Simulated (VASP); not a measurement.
# BiTe (R-3m) in VASP: further runs, part 2 of 2

VASP 6.6.1. The steps go on from the part before.

### 5 Single point, PBE

Contents of INCAR:

```
PREC = Accurate
ENCUT = 400
EDIFF = 1E-7
ISMEAR = 0
SIGMA = 0.05
LREAL = F
LASPH = T
NELM = 100
ALGO = Normal
ISIF = 2
LWAVE = F
LCHARG = F
GGA = PE
NBANDS = 18
ADDGRID = F
```

Contents of KPOINTS:

```
Automatic mesh
0
Gamma
  6 6 6
```

Contents of POSCAR:

```
BiTe
1.0
    2.4227077728      1.3987509848      3.3172919545
   -2.4227077728      1.3987509848      3.3172919545
    0.0000000000     -2.7975019696      3.3172919545
Bi Te
1 1
Direct
    0.5000000000      0.5000000000      0.5000000000
    0.0000000000      0.0000000000      0.0000000000
```

Potentials or basis: VASP PAW PBE potentials, release 64 (Bi_d, Te).

Run with:

```
$ cat potpaw_PBE.64/Bi_d/POTCAR potpaw_PBE.64/Te/POTCAR > POTCAR
$ mpirun -np 1 vasp_std > vasp.out
```

OUTCAR:

```text
PREC = Accurate
   ENCUT = 400
   EDIFF = 1E-7
   ISMEAR = 0
   LREAL = F
   LASPH = T
   NELM = 100
   ISIF = 2
   GGA = PE

 Found     32 irreducible k-points:

 Following reciprocal coordinates:
            Coordinates               Weight
  0.000000  0.000000  0.000000      1.000000
  0.166667 -0.000000  0.000000      6.000000
  0.333333 -0.000000  0.000000      6.000000
  0.500000 -0.000000  0.000000      3.000000
  0.166667  0.166667  0.000000      6.000000
  0.333333  0.166667  0.000000     12.000000
   k-points           NKPTS =     32   k-points in BZ     NKDIM =     32   number of bands    NBANDS=     18
   number of dos      NEDOS =    301   number of ions     NIONS =      2
   total plane-waves  NPLWV =  21952
   dimension x,y,z NGX =    28 NGY =   28 NGZ =   28
   dimension x,y,z NGXF=    56 NGYF=   56 NGZF=   56
   ions per type =               1   1
   NGX,Y,Z   is equivalent  to a cutoff of  10.73, 10.73, 10.73 a.u.
   NGXF,Y,Z  is equivalent  to a cutoff of  21.45, 21.45, 21.45 a.u.
 SYSTEM =  unknown system
   PREC   = accura    normal or accurate (medium, high low for compatibility)
   ISTART =      0    job   : 0-new  1-cont  2-samecut
   ICHARG =      2    charge: 1-file 2-atom 10-const
   ISPIN  =      1    spin polarized calculation?
   LNONCOLLINEAR =      F non collinear calculations
   LSORBIT =      F    spin-orbit coupling
   LASPH  =      T    aspherical Exc in radial PAW
   ENCUT  =  400.0 eV  29.40 Ry    5.42 a.u.   7.08  7.08  7.08*2*pi/ulx,y,z
   NELM   =    100;   NELMIN=  2; NELMDL= -5     # of ELM steps
   EDIFF  = 0.1E-06   stopping-criterion for ELM
[... 30 lines left out ...]
 non-spin polarized calculation
 Gauss-broadening in eV      SIGMA  =   0.05
  energy-cutoff  :      400.00
  volume of cell :       67.45
 maximum number of plane-waves:      1240
   NGX = 15   NGY = 15   NGZ = 15

 number of electron      20.9999986 magnetization

 Free energy of the ion-electron system (eV)
  ---------------------------------------------------
  ext. energy  EPLUGINS =         0.00000000
  ---------------------------------------------------
  free energy    TOTEN  =        -7.18384462 eV

  energy without entropy =       -7.18176253  energy(sigma->0) =       -7.18280358

 E-fermi :   6.6435     XC(G=0):  -9.4787

 val. band max:        6.6300651217   @ k =   0.5000   0.3333   0.1667
 cond. band min:       6.6757705718   @ k =   0.3333   0.3333   0.1667
 fundamental gap:      0.0457054501
 Fermi energy:         6.6435197885

 k-point     1 :       0.0000    0.0000    0.0000
  band No.  band energies     occupation
      1     -16.5610      2.00000
      2     -16.5610      2.00000
      3     -16.5483      2.00000
      4     -16.5483      2.00000
      5     -16.5335      2.00000
      6      -6.8133      2.00000
[... 10 lines left out ...]
     17      13.3156      0.00000
     18      13.5492      0.00000

 k-point     2 :       0.1667   -0.0000    0.0000
  band No.  band energies     occupation
      1     -16.5608      2.00000
      2     -16.5604      2.00000
      3     -16.5496      2.00000
      4     -16.5464      2.00000
      5     -16.5329      2.00000
      6      -6.5775      2.00000
[... 10 lines left out ...]
     17      14.1921      0.00000
     18      14.6055      0.00000

 k-point     3 :       0.3333   -0.0000    0.0000
  band No.  band energies     occupation
      1     -16.5611      2.00000
      2     -16.5597      2.00000
      3     -16.5518      2.00000
      4     -16.5435      2.00000
      5     -16.5308      2.00000
      6      -5.8874      2.00000
[... 10 lines left out ...]
     17      15.4294      0.00000
     18      16.3740      0.00000

 k-point     4 :       0.5000   -0.0000    0.0000
  band No.  band energies     occupation
      1     -16.5614      2.00000
      2     -16.5597      2.00000
      3     -16.5526      2.00000
      4     -16.5425      2.00000
      5     -16.5290      2.00000
      6      -4.9065      2.00000
[... 10 lines left out ...]
     17      14.5163      0.00000
     18      17.3224      0.00000

 k-point     5 :       0.1667    0.1667    0.0000
  band No.  band energies     occupation
      1     -16.5622      2.00000
      2     -16.5597      2.00000
      3     -16.5494      2.00000
      4     -16.5448      2.00000
      5     -16.5331      2.00000
      6      -6.4843      2.00000
[... 10 lines left out ...]
     17      13.5258      0.00000
     18      13.8847      0.00000

 k-point     6 :       0.3333    0.1667    0.0000
  band No.  band energies     occupation
      1     -16.5632      2.00000
      2     -16.5592      2.00000
      3     -16.5507      2.00000
      4     -16.5415      2.00000
      5     -16.5314      2.00000
      6      -5.9498      2.00000
[... 10 lines left out ...]
     17      14.8721      0.00000
     18      15.5844      0.00000

 [... further k-points ...]
[... 5 lines left out ...]
  --------------------------------------------------------------------------------------
  -------------------------------------------------------------------------------------
  Total       -0.0267569     -0.0267569     -0.1591884     -0.0000000     -0.0000000      0.0000000
  in kB       -0.6355800     -0.6355800     -3.7813398     -0.0000000     -0.0000000      0.0000000
  external PRESSURE =      -1.6841666 kB  Pullay stress =       0.0000000 kB

 VOLUME and BASIS-vectors are now :
 -----------------------------------------------------------------------------
  energy-cutoff  :      400.00
  volume of cell :       67.45
      direct lattice vectors                 reciprocal lattice vectors
     2.422707773  1.398750985  3.317291954     0.206380648  0.119153923  0.100483568
    -2.422707773  1.398750985  3.317291954    -0.206380648  0.119153923  0.100483568
     0.000000000 -2.797501970  3.317291954     0.000000000 -0.238307845  0.100483568

 POSITION                                       TOTAL-FORCE (eV/Angst)
 -----------------------------------------------------------------------------------
      0.00000      0.00000      4.97594         0.000000      0.000000      0.000000
      0.00000      0.00000      0.00000        -0.000000     -0.000000     -0.000000
 -----------------------------------------------------------------------------------
    total drift:                               -0.000000     -0.000000      0.000000

  FREE ENERGIE OF THE ION-ELECTRON SYSTEM (eV)
  ---------------------------------------------------
  free  energy   TOTEN  =        -7.1838446231 eV

  energy  without entropy=       -7.1817625291  energy(sigma->0) =       -7.18280358
```

OSZICAR:

```text
N       E                     dE             d eps       ncg     rms          rms(c)
DAV:   1     0.146338371094E+03    0.14634E+03   -0.86390E+03  1152   0.920E+02
DAV:   2     0.378601057384E+01   -0.14255E+03   -0.13923E+03  1224   0.275E+02
DAV:   3    -0.693372563987E+01   -0.10720E+02   -0.10668E+02  1412   0.830E+01
DAV:   4    -0.721381129150E+01   -0.28009E+00   -0.27986E+00  1470   0.146E+01
DAV:   5    -0.722316618979E+01   -0.93549E-02   -0.93544E-02  1502   0.240E+00    0.578E+00
DAV:   6    -0.718019965403E+01    0.42967E-01   -0.14135E-01  1594   0.219E+00    0.358E+00
DAV:   7    -0.718378858981E+01   -0.35889E-02   -0.35030E-02  1384   0.932E-01    0.723E-01
DAV:   8    -0.718371793402E+01    0.70656E-04   -0.51456E-03  1418   0.485E-01    0.142E-01
DAV:   9    -0.718384550570E+01   -0.12757E-03   -0.51452E-04  1310   0.138E-01    0.531E-02
DAV:  10    -0.718384558419E+01   -0.78493E-07   -0.28677E-05  1550   0.313E-02    0.311E-02
DAV:  11    -0.718384522891E+01    0.35529E-06   -0.18789E-05  1460   0.334E-02    0.559E-03
DAV:  12    -0.718384466425E+01    0.56465E-06   -0.35134E-06  1486   0.153E-02    0.342E-03
DAV:  13    -0.718384453864E+01    0.12561E-06   -0.28919E-07  1300   0.390E-03    0.924E-04
DAV:  14    -0.718384462306E+01   -0.84421E-07   -0.26751E-08   692   0.164E-03
   1 F= -.71838446E+01 E0= -.71828036E+01  d E =-.208209E-02
```

Run time: 21 s. Hardware: 1 thread of Intel Xeon 6975P-C (Granite Rapids), shared host; peak memory 0.16 GiB.

The run converged, but some of its settings lie outside the range that counts as converged, so its numbers aren't taken as properties of the crystal.

Results:

* Free energy: -7.1838 eV
* Pressure: -0.2 GPa
* Band gap on the k mesh: none (metal or under the smearing width)

Caveat: spin-orbit coupling is left out, which moves the levels of the heavy elements.

### 6 Single point, PBE

INCAR is that of step 5.

KPOINTS is that of step 5.

Contents of POSCAR:

```
BiTe
1.0
    2.4227077728      1.3987509848      3.3172919545
   -2.4227077728      1.3987509848      3.3172919545
    0.0000000000     -2.7975019696      3.3172919545
Bi Te
1 1
Direct
    0.5120250000      0.5038480000      0.5048510000
   -0.0040940000     -0.0152210000     -0.0035880000
```

Potentials or basis: VASP PAW PBE potentials, release 64 (Bi_d, Te).

Run with:

```
$ cat potpaw_PBE.64/Bi_d/POTCAR potpaw_PBE.64/Te/POTCAR > POTCAR
$ mpirun -np 1 vasp_std > vasp.out
```

It took 48 s on 1 thread of Intel Xeon 6975P-C (Granite Rapids), shared host; peak memory 0.21 GiB.

These settings aren't checked as converged: the numbers below hold their error.

Results:

- Free energy: -7.1678 eV
- Pressure: 0.1 GPa
- Largest force: 0.233 eV/Å
- Band gap on the k mesh: none (metal or under the smearing width)

Caveat: spin-orbit coupling is left out, which moves the levels of the heavy elements.
